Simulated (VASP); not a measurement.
# Pb (P6_3/mmc) in VASP: single point with PBEsol

Aim: the single point of Pb with PBEsol.

Everything below comes from runs of VASP 6.6.1. Logs are shortened: lines on timing, memory, paths and dates and some standing lists are left out, and cuts for length are marked.

## Step 1: Starting point

The structure is hexagonal, space group P6_3/mmc (No. 194). The conventional cell has a = 3.595 Å, b = 3.595 Å, c = 5.631 Å, α = 90.00°, β = 90.00°, γ = 120.00°. Pb (site symmetry -6m2) is surrounded by 12 Pb at 3.50 to 3.59 Å.

The cell was built by a generator and needn't be a form met in nature.

## Step 2: Single point, PBEsol

INCAR

```
ALGO     = Fast           # electronic algorithm
EDIFF    = 1E-6           # SCF threshold, eV
ENCUT    = 520            # plane-wave cutoff, eV
GGA      = PS             # functional
ISIF     = 2              # what is computed and relaxed
ISMEAR   = 0              # smearing method
LASPH    = True           # aspherical terms in the spheres
LCHARG   = False          # write CHGCAR
LREAL    = False          # projectors in reciprocal space
LWAVE    = False          # write WAVECAR
NBANDS   = 21             # bands
NELM     = 100            # most SCF steps
PREC     = Accurate       # precision mode
SIGMA    = 0.0195         # smearing width, eV
```

KPOINTS

```
k-points
0
Gamma
  11 11 6
```

POSCAR

```
Pb
1.0
    1.7974180000      3.1132170000      0.0000000000
   -1.7974180000      3.1132170000      0.0000000000
    0.0000000000      0.0000000000      5.6305730000
Pb
2
Direct
    0.3333300000      0.3333400000      0.2500000000
    0.6666600000      0.6666700000      0.7500000000
```

Potentials or basis: VASP PAW PBE potentials, release 64 (Pb_d).

Run with:

```bash
$ cat potpaw_PBE.64/Pb_d/POTCAR > POTCAR
$ mpirun -np 1 vasp_std > vasp.out
```

OUTCAR:

```text
EDIFF = 1E-6
   ENCUT = 520
   GGA = PS
   ISIF = 2
   ISMEAR = 0
   LASPH = True
   LREAL = False
   NELM = 100
   PREC = Accurate

 ion  position               nearest neighbor table
   1  0.333  0.333  0.250-   2 3.50   2 3.50   2 3.50   2 3.50   2 3.50   2 3.50
   2  0.667  0.667  0.750-   1 3.50   1 3.50   1 3.50   1 3.50   1 3.50   1 3.50

  LATTYP: Found a hexagonal cell.
 ALAT       =     3.5948340095
 C/A-ratio  =     1.5662956857

  Lattice vectors:

 A1 = (   1.7974180000,  -3.1132170000,   0.0000000000)
 A2 = (   1.7974180000,   3.1132170000,   0.0000000000)
 A3 = (   0.0000000000,   0.0000000000,   5.6305730000)

Analysis of symmetry for initial positions (statically):
=====================================================================
 Subroutine PRICEL returns:
 Original cell was already a primitive cell.

 Routine SETGRP: Setting up the symmetry group for a
 hexagonal supercell.

 Subroutine GETGRP returns: Found  8 space group operations
 (whereof  2 operations were pure point group operations)
 out of a pool of 24 trial point group operations.

The static configuration has the point symmetry C_2 .
 The point group associated with its full space group is D_2h.

Analysis of symmetry for dynamics (positions and initial velocities):
=====================================================================
 Subroutine PRICEL returns:
 Original cell was already a primitive cell.

 Routine SETGRP: Setting up the symmetry group for a
 hexagonal supercell.

 Subroutine GETGRP returns: Found  8 space group operations
 (whereof  2 operations were pure point group operations)
 out of a pool of 24 trial point group operations.

The dynamic configuration has the point symmetry C_2 .
 The point group associated with its full space group is D_2h.

 Subroutine INISYM returns: Found  8 space group operations
 (whereof  2 operations are pure point group operations),
 and found     1 'primitive' translations

----------------------------------------------------------------------------------------

                                     Primitive cell

  volume of cell :      63.0146

  direct lattice vectors                    reciprocal lattice vectors
     1.797418000  3.113217000  0.000000000     0.278176807  0.160605573  0.000000000
    -1.797418000  3.113217000  0.000000000    -0.278176807  0.160605573  0.000000000
[... 82 lines left out ...]
   LASPH  =      T    aspherical Exc in radial PAW
   ENCUT  =  520.0 eV  38.22 Ry    6.18 a.u.   6.68  6.68 10.47*2*pi/ulx,y,z
   NELM   =    100;   NELMIN=  2; NELMDL= -5     # of ELM steps
   EDIFF  = 0.1E-05   stopping-criterion for ELM
   LREAL  =      F    real-space projection
   EDIFFG = 0.1E-04   stopping-criterion for IOM
   NSW    =      0    number of steps for IOM
   IBRION =     -1    ionic relax: 0-MD 1-quasi-New 2-CG
   NFREE  =      0    steps in history (QN), initial steepest desc. (CG)
   ISIF   =      2    stress and relaxation
   ISYM   =      2    0-nonsym 1-usesym 2-fastsym
   POTIM  = 0.5000    time-step for ionic-motion
   TEBEG  =    0.0;   TEEND  =   0.0 temperature during run
   PSTRESS=    0.0 pullay stress
   NELECT =      28.0000    total number of electrons
   NUPDOWN=      -1.0000    fix difference up-down
   EMIN   =  10.00;   EMAX   =-10.00  energy-range for DOS
   EFERMI =   0.00;   METHOD = LEGACY
   ISMEAR =     0;   SIGMA  =   0.02  broadening in eV -4-tet -1-fermi 0-gaus
   EFERMI_NEDOS =   21; number of points for ismear=-14 and -15
   IALGO  =     68    algorithm
   IMIX   =      4    mixing-type and parameters
     AMIX     =   0.40;   BMIX     =  1.00
     AMIX_MAG =   1.60;   BMIX_MAG =  1.00
  volume/ion in A,a.u.               =      31.51       212.62
  Fermi-wavevector in a.u.,A,eV,Ry     =   1.249244  2.360728 21.233384  1.560610
  Thomas-Fermi vector in A             =   2.383293
   LORBIT       =      0    0 simple, 1 ext, 2 COOP (PROOUT), +10 PAW based schemes
   GGA     = PS    functional components
   LHFCALC =     F    Hartree Fock is set to
   AEXX    =    0.0000 exact exchange contribution
   IVDW    =     0    specifies the selected vdW correction
   LEPSILON=     F    determine dielectric tensor
   LRPA    =     F    only Hartree local field effects (RPA)
 non-spin polarized calculation
 RMM-DIIS sequential band-by-band and
 Gauss-broadening in eV      SIGMA  =   0.02
  energy-cutoff  :      520.00
  volume of cell :       63.01
 maximum number of plane-waves:      1737
   NGX = 13   NGY = 13   NGZ = 21

 number of electron      28.0000009 magnetization

 Free energy of the ion-electron system (eV)
  ---------------------------------------------------
  ext. energy  EPLUGINS =         0.00000000
  ---------------------------------------------------
  free energy    TOTEN  =        -7.94386376 eV

  energy without entropy =       -7.94331176  energy(sigma->0) =       -7.94358776

 E-fermi :   6.5786     XC(G=0): -10.1596

 val. band max:        6.5782142719   @ k =   0.3636   0.1818   0.1667
 cond. band min:       6.7133150524   @ k =  -0.1818   0.2727   0.1667
 fundamental gap:      0.1351007804
 Fermi energy:         6.5785841988

 k-point     1 :       0.0000    0.0000    0.0000
  band No.  band energies     occupation
      1     -10.3110      2.00000
      2     -10.2666      2.00000
      3     -10.2652      2.00000
      4     -10.2652      2.00000
      5     -10.2440      2.00000
      6     -10.2440      2.00000
[... 565 lines left out ...]
     20      13.8770      0.00000
     21      17.5421      0.00000

 [... further k-points ...]

------------------------ aborting loop because EDIFF is reached ----------------------------------------

  FORCE on cell =-STRESS in cart. coord.  units (eV):
  Direction    XX          YY          ZZ          XY          YZ          ZX
  --------------------------------------------------------------------------------------
  -------------------------------------------------------------------------------------
  Total       -1.1719322     -1.1720094     -0.3887108      0.0000000      0.0000000      0.0000000
  in kB      -29.7969631    -29.7989266     -9.8831661      0.0000000      0.0000000      0.0000000
  external PRESSURE =     -23.1596852 kB  Pullay stress =       0.0000000 kB

 VOLUME and BASIS-vectors are now :
 -----------------------------------------------------------------------------
  energy-cutoff  :      520.00
  volume of cell :       63.01
      direct lattice vectors                 reciprocal lattice vectors
     1.797418000  3.113217000  0.000000000     0.278176807  0.160605573  0.000000000
    -1.797418000  3.113217000  0.000000000    -0.278176807  0.160605573  0.000000000
     0.000000000  0.000000000  5.630573000     0.000000000  0.000000000  0.177601818

 POSITION                                       TOTAL-FORCE (eV/Angst)
 -----------------------------------------------------------------------------------
     -0.00002      2.07549      1.40764         0.000000      0.000020      0.000000
     -0.00002      4.15095      4.22293         0.000000     -0.000020     -0.000000
 -----------------------------------------------------------------------------------
    total drift:                               -0.000000      0.000000     -0.000000

  FREE ENERGIE OF THE ION-ELECTRON SYSTEM (eV)
  ---------------------------------------------------
  free  energy   TOTEN  =        -7.9438637555 eV

  energy  without entropy=       -7.9433117571  energy(sigma->0) =       -7.94358776
```

OSZICAR:

```text
N       E                     dE             d eps       ncg     rms          rms(c)
DAV:   1     0.293068596596E+03    0.29307E+03   -0.14196E+04  6048   0.160E+03
DAV:   2     0.131531816603E+02   -0.27992E+03   -0.27334E+03  6098   0.405E+02
DAV:   3    -0.730077310544E+01   -0.20454E+02   -0.20232E+02  7315   0.135E+02
DAV:   4    -0.794443768312E+01   -0.64366E+00   -0.64318E+00  7208   0.273E+01
DAV:   5    -0.797649184753E+01   -0.32054E-01   -0.32053E-01  8208   0.559E+00    0.776E-01
RMM:   6    -0.794989051453E+01    0.26601E-01   -0.41223E-02  6793   0.242E+00    0.386E-01
RMM:   7    -0.794346255718E+01    0.64280E-02   -0.25321E-02  6779   0.151E+00    0.135E-01
RMM:   8    -0.794359250820E+01   -0.12995E-03   -0.64200E-03  8199   0.111E+00    0.273E-02
RMM:   9    -0.794383451406E+01   -0.24201E-03   -0.27167E-03  8955   0.430E-01    0.271E-02
RMM:  10    -0.794384335037E+01   -0.88363E-05   -0.46667E-04  7380   0.307E-01    0.976E-03
RMM:  11    -0.794385781452E+01   -0.14464E-04   -0.23205E-04  8604   0.159E-01    0.849E-03
RMM:  12    -0.794386465797E+01   -0.68435E-05   -0.70096E-05  8049   0.718E-02    0.905E-03
RMM:  13    -0.794386352874E+01    0.11292E-05   -0.12404E-05  7023   0.435E-02    0.408E-03
RMM:  14    -0.794386375553E+01   -0.22679E-06   -0.40460E-06  4505   0.203E-02
   1 F= -.79438638E+01 E0= -.79435878E+01  d E =-.551998E-03
```

Run time: 1.7 min. Hardware: 1 thread of AMD EPYC 9R45 (Zen 5), shared host; peak memory 0.25 GiB.

Results:

- Free energy: -7.9439 eV
- Pressure: -2.3 GPa
- Band gap on the k mesh: none (metal or under the smearing width)

Stress tensor (GPa, compression positive):
```
-2.98  0.00  0.00
 0.00 -2.98  0.00
 0.00  0.00 -0.99
```

Caveat: the PAW data sets were made with another functional, which shifts forces and pressure a little.
